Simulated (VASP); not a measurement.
# MoSe2 (P6_3/mmc) in VASP: relaxation of cell and atoms with PBEsol

Aim: the relaxation of cell and atoms of MoSe2 with PBEsol.

Program: VASP 6.6.1. These are calculated values, not measurements. Logs are shortened: lines on timing, memory, paths and dates and some standing lists are left out, and cuts for length are marked.

**1. The crystal as given**

It takes space group P6_3/mmc (No. 194, hexagonal). The conventional cell has a = 3.292 Å, b = 3.292 Å, c = 13.795 Å, α = 90.00°, β = 90.00°, γ = 120.00°. Mo (site symmetry -6m2) is surrounded by 6 Se at 2.49 Å. Se (site symmetry 3m) has 3 Mo at 2.49 Å as nearest neighbours.

The cell is a database's computed one.

**2. Relaxation of cell and atoms, PBEsol**

The input, INCAR:

```
PREC = Accurate
ENCUT = 600
EDIFF = 1E-7
ISMEAR = 0
SIGMA = 0.02
LREAL = F
LASPH = T
NELM = 80
ALGO = Fast
ISIF = 3
LWAVE = F
LCHARG = F
GGA = PS
IBRION = 2
NSW = 40
EDIFFG = -0.02
KPAR = 2
```

The input, KPOINTS:

```
Automatic mesh
0
Gamma
  9 9 2
```

The input, POSCAR:

```
MoSe2
1.0
    3.2917367400      0.0000000000      0.0000000000
   -1.6458683700      2.8507276400      0.0000000000
    0.0000000000      0.0000000000     13.7952819000
Mo Se
2 4
Direct
    0.6666666700      0.3333333300      0.2500000000
    0.3333333300      0.6666666700      0.7500000000
    0.6666666700      0.3333333300      0.6330820000
    0.3333333300      0.6666666700      0.3669180000
    0.6666666700      0.3333333300      0.8669180000
    0.3333333300      0.6666666700      0.1330820000
```

Potentials or basis: VASP PAW PBE potentials, release 64 (Mo_sv, Se).

Launch:

```sh
$ cat potpaw_PBE.64/Mo_sv/POTCAR potpaw_PBE.64/Se/POTCAR > POTCAR
$ mpirun -np 2 vasp_std > vasp.out
```

OUTCAR:

```text
PREC = Accurate
   ENCUT = 600
   EDIFF = 1E-7
   ISMEAR = 0
   LREAL = F
   LASPH = T
   NELM = 80
   ISIF = 3
   GGA = PS
   IBRION = 2
   NSW = 40
   EDIFFG = -0.02

 ion  position               nearest neighbor table
   1  0.667  0.333  0.250-   4 2.49   6 2.49   4 2.49   6 2.49   4 2.49   6 2.49
   2  0.333  0.667  0.750-   3 2.49   5 2.49   3 2.49   5 2.49   3 2.49   5 2.49
   3  0.667  0.333  0.633-   2 2.49   2 2.49   2 2.49
   4  0.333  0.667  0.367-   1 2.49   1 2.49   1 2.49
   5  0.667  0.333  0.867-   2 2.49   2 2.49   2 2.49
   6  0.333  0.667  0.133-   1 2.49   1 2.49   1 2.49

  LATTYP: Found a hexagonal cell.
 ALAT       =     3.2917367400
 C/A-ratio  =     4.1908825005

  Lattice vectors:

 A1 = (   3.2917367400,   0.0000000000,   0.0000000000)
 A2 = (  -1.6458683700,   2.8507276400,   0.0000000000)
 A3 = (   0.0000000000,   0.0000000000,  13.7952819000)

Analysis of symmetry for initial positions (statically):
=====================================================================
 Subroutine PRICEL returns:
 Original cell was already a primitive cell.

 Routine SETGRP: Setting up the symmetry group for a
 hexagonal supercell.

 Subroutine GETGRP returns: Found 24 space group operations
 (whereof 12 operations were pure point group operations)
 out of a pool of 24 trial point group operations.

The static configuration has the point symmetry D_3d.
 The point group associated with its full space group is D_6h.

Analysis of symmetry for dynamics (positions and initial velocities):
=====================================================================
 Subroutine PRICEL returns:
 Original cell was already a primitive cell.

 Routine SETGRP: Setting up the symmetry group for a
 hexagonal supercell.

 Subroutine GETGRP returns: Found 24 space group operations
 (whereof 12 operations were pure point group operations)
 out of a pool of 24 trial point group operations.

The dynamic configuration has the point symmetry D_3d.
 The point group associated with its full space group is D_6h.

 Subroutine INISYM returns: Found 24 space group operations
 (whereof 12 operations are pure point group operations),
 and found     1 'primitive' translations

----------------------------------------------------------------------------------------

[... 102 lines left out ...]
   NSW    =     40    number of steps for IOM
   IBRION =      2    ionic relax: 0-MD 1-quasi-New 2-CG
   NFREE  =      1    steps in history (QN), initial steepest desc. (CG)
   ISIF   =      3    stress and relaxation
   ISYM   =      2    0-nonsym 1-usesym 2-fastsym
   POTIM  = 0.5000    time-step for ionic-motion
   TEBEG  =    0.0;   TEEND  =   0.0 temperature during run
   PSTRESS=    0.0 pullay stress
   NELECT =      52.0000    total number of electrons
   NUPDOWN=      -1.0000    fix difference up-down
   EMIN   =  10.00;   EMAX   =-10.00  energy-range for DOS
   EFERMI =   0.00;   METHOD = LEGACY
   ISMEAR =     0;   SIGMA  =   0.02  broadening in eV -4-tet -1-fermi 0-gaus
   EFERMI_NEDOS =   21; number of points for ismear=-14 and -15
   IALGO  =     68    algorithm
   IMIX   =      4    mixing-type and parameters
     AMIX     =   0.40;   BMIX     =  1.00
     AMIX_MAG =   1.60;   BMIX_MAG =  1.00
  volume/ion in A,a.u.               =      21.58       145.60
  Fermi-wavevector in a.u.,A,eV,Ry     =   1.207922  2.282641 19.851921  1.459075
  Thomas-Fermi vector in A             =   2.343545
   LORBIT       =      0    0 simple, 1 ext, 2 COOP (PROOUT), +10 PAW based schemes
   GGA     = PS    functional components
   LHFCALC =     F    Hartree Fock is set to
   AEXX    =    0.0000 exact exchange contribution
   IVDW    =     0    specifies the selected vdW correction
   LEPSILON=     F    determine dielectric tensor
   LRPA    =     F    only Hartree local field effects (RPA)
 conjugate gradient relaxation of ions
 non-spin polarized calculation
 RMM-DIIS sequential band-by-band and
 Gauss-broadening in eV      SIGMA  =   0.02
  energy-cutoff  :      600.00
  volume of cell :      129.45
 maximum number of plane-waves:      4387
 NGX is ok and might be reduce to    28
   NGX = 13   NGY = 13   NGZ = 55

--------------------------------------- Ionic step        1  -------------------------------------------

 number of electron      51.9999999 magnetization

 Free energy of the ion-electron system (eV)
  ---------------------------------------------------
  ext. energy  EPLUGINS =         0.00000000
  ---------------------------------------------------
  free energy    TOTEN  =       -43.16233164 eV

  energy without entropy =      -43.16233164  energy(sigma->0) =      -43.16233164

------------------------ aborting loop because EDIFF is reached ----------------------------------------

  FORCE on cell =-STRESS in cart. coord.  units (eV):
  Direction    XX          YY          ZZ          XY          YZ          ZX
  --------------------------------------------------------------------------------------
  -------------------------------------------------------------------------------------
  Total        0.8145584      0.8145584      4.8543827     -0.0000000      0.0000000     -0.0000000
  in kB       10.0814127     10.0814127     60.0804523     -0.0000000      0.0000000     -0.0000000
  external PRESSURE =      26.7477593 kB  Pullay stress =       0.0000000 kB
[... 101 lines left out ...]
  FREE ENERGIE OF THE ION-ELECTRON SYSTEM (eV)
  ---------------------------------------------------
  free  energy   TOTEN  =       -43.2237986828 eV

  energy  without entropy=      -43.2237986828  energy(sigma->0) =      -43.22379868

[... ionic steps 4 to 21 ...]

--------------------------------------- Ionic step       22  -------------------------------------------

 number of electron      52.0000001 magnetization

------------------------ aborting loop because EDIFF is reached ----------------------------------------
[... 75 lines left out ...]
--------------------------------------- Ionic step       24  -------------------------------------------

 number of electron      52.0000001 magnetization

 Free energy of the ion-electron system (eV)
  ---------------------------------------------------
  ext. energy  EPLUGINS =         0.00000000
  ---------------------------------------------------
  free energy    TOTEN  =       -43.26550399 eV

  energy without entropy =      -43.26550399  energy(sigma->0) =      -43.26550399

 E-fermi :   6.2875     XC(G=0): -10.7719

 val. band max:        6.1443424560   @ k =   0.0000   0.0000   0.0000
 cond. band min:       7.1379275688   @ k =   0.2222   0.1111   0.0000
 fundamental gap:      0.9935851128
 Fermi energy:         6.2875182944

 k-point     1 :       0.0000    0.0000    0.0000
  band No.  band energies     occupation
      1     -54.8540      2.00000
      2     -54.8540      2.00000
      3     -29.0650      2.00000
      4     -29.0650      2.00000
      5     -28.8543      2.00000
      6     -28.8543      2.00000
[... 838 lines left out ...]
  FREE ENERGIE OF THE ION-ELECTRON SYSTEM (eV)
  ---------------------------------------------------
  free  energy   TOTEN  =       -43.2655039931 eV

  energy  without entropy=      -43.2655039931  energy(sigma->0) =      -43.26550399

 reached required accuracy - stopping structural energy minimisation
```

OSZICAR:

```text
N       E                     dE             d eps       ncg     rms          rms(c)
DAV:   1     0.476791712467E+03    0.47679E+03   -0.31038E+04  1680   0.174E+03
DAV:   2    -0.172373309200E+02   -0.49403E+03   -0.48435E+03  1831   0.401E+02
DAV:   3    -0.445797916895E+02   -0.27342E+02   -0.27117E+02  1903   0.791E+01
[... 291 lines left out ...]
RMM:   4    -0.432655031165E+02    0.73539E-06   -0.14522E-05  1519   0.196E-02    0.786E-03
RMM:   5    -0.432655038803E+02   -0.76382E-06   -0.34430E-06  1470   0.722E-03    0.559E-03
RMM:   6    -0.432655040869E+02   -0.20659E-06   -0.27167E-06  1372   0.559E-03    0.206E-03
RMM:   7    -0.432655039709E+02    0.11598E-06   -0.39234E-07  1034   0.348E-03    0.792E-04
RMM:   8    -0.432655039931E+02   -0.22148E-07   -0.83588E-08   863   0.120E-03
  24 F= -.43265504E+02 E0= -.43265504E+02  d E =-.504308E-04
```

It took 12 min on 2 MPI ranks of AMD EPYC 9R45 (Zen 5), shared host; peak memory 0.34 GiB.

What came out:

* Free energy: -43.2655 eV
* Relaxed volume: 20.34 Å³/atom
* Relaxed cell: a = 3.274 Å, b = 3.274 Å, c = 13.147 Å, α = 90.00°, β = 90.00°, γ = 120.00°
* Space group after relaxing (to 0.05 Å): P6_3/mmc (No. 194)
* Energy gained by relaxing: 17.2 meV/atom
* Ionic steps: 24
* Pressure after relaxing: 0.0 GPa
* Largest force after relaxing: 0.020 eV/Å
* Band gap on the k mesh: 0.99 eV, indirect (least direct gap 1.49 eV)

Forces in eV/Å, atoms in the order of the input:
```
Mo   0.000  0.000  0.000
Mo   0.000  0.000  0.000
Se   0.000  0.000 -0.020
Se   0.000  0.000  0.020
Se   0.000  0.000  0.020
Se   0.000  0.000 -0.020
```

Stress tensor (GPa, compression positive):
```
-0.12  0.00  0.00
 0.00 -0.12  0.00
 0.00  0.00  0.11
```

Step by step:
| step | energy change (eV) | largest force (eV/Å) | pressure (GPa) | volume (Å³) |
| --- | --- | --- | --- | --- |
| 1 | 0.0000 | 0.8376 | 2.67 | 129.45 |
| 2 | 0.1033 | 0.9977 | -6.50 | 136.27 |
| 3 | -0.0615 | 0.0769 | -1.17 | 131.97 |
| 4 | -0.0615 | 0.0955 | -1.08 | 131.90 |
| 5 | -0.0754 | 0.0520 | -0.08 | 130.01 |
| 6 | -0.0754 | 0.0516 | -0.07 | 129.99 |
| 7 | -0.0762 | 0.0563 | -0.05 | 129.79 |
| 8 | -0.0788 | 0.0708 | 0.03 | 129.17 |
| 9 | -0.0837 | 0.1017 | 0.19 | 127.93 |
| 10 | -0.0916 | 0.1701 | 0.60 | 125.45 |
| 11 | -0.0904 | 0.3259 | 1.82 | 120.49 |
| 12 | -0.0940 | 0.2680 | 1.27 | 122.74 |
| 13 | -0.0942 | 0.2658 | 1.26 | 122.71 |
| 14 | -0.0948 | 0.2592 | 1.23 | 122.64 |
| 15 | -0.0958 | 0.2460 | 1.16 | 122.49 |
| 16 | -0.0976 | 0.2198 | 1.03 | 122.19 |
| 17 | -0.1001 | 0.1680 | 0.78 | 121.59 |
| 18 | -0.1007 | 0.0659 | 0.33 | 120.38 |
| 19 | -0.1011 | 0.1052 | 0.49 | 120.83 |
| 20 | -0.1016 | 0.0944 | 0.42 | 120.99 |
| 21 | -0.1027 | 0.0620 | 0.20 | 121.47 |
| 22 | -0.1030 | 0.0025 | -0.21 | 122.42 |
| 23 | -0.1031 | 0.0215 | -0.05 | 122.07 |
| 24 | -0.1032 | 0.0200 | -0.04 | 122.02 |

Final structure:
```
Mo Se
1.0
     3.27373    0.00000    0.00000
    -1.63686    2.83513    0.00000
     0.00000    0.00000   13.14714
Mo Se
2 4
Direct
  0.66667 0.33333 0.25000
  0.33333 0.66667 0.75000
  0.66667 0.33333 0.62340
  0.33333 0.66667 0.37660
  0.66667 0.33333 0.87660
  0.33333 0.66667 0.12340
```

Caveat: the PAW data sets were made with another functional, which shifts forces and pressure a little; an odd mesh through Γ misses points on the zone boundary, where band edges often lie; this functional lacks dispersion, which binds the layers, so the pressure and a relaxed spacing across them are unreliable.
